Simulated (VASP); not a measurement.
BN (Qingsongite):

```
B N
1.0
     0.00000    1.80332    1.80332
     1.80332    0.00000    1.80332
     1.80332    1.80332    0.00000
B N
1 1
Direct
  0.00000 0.00000 0.00000
  0.25000 0.25000 0.25000
```

Program: VASP 6.6.1. Alike in all runs: potentials or basis VASP PAW PBE potentials, release 64 (B, N); no spin polarisation; cell as given; cutoff (eV) 520; smearing gaussian 0.03 eV. Hardware: 1 thread of Intel(R) Xeon(R) Platinum 8488C (Sapphire Rapids), with other jobs on the host.

Order these runs on this cell by their wall time, lowest first.
A. task band structure; level TB-mBJ; k mesh 14 × 14 × 14
B. task dielectric tensor; level PBE; k mesh 22 × 22 × 22; monkhorst-Pack mesh yes
C. task band structure; level PBE; k mesh 14 × 14 × 14

C (25 s), A (68 s), B (1500 s).
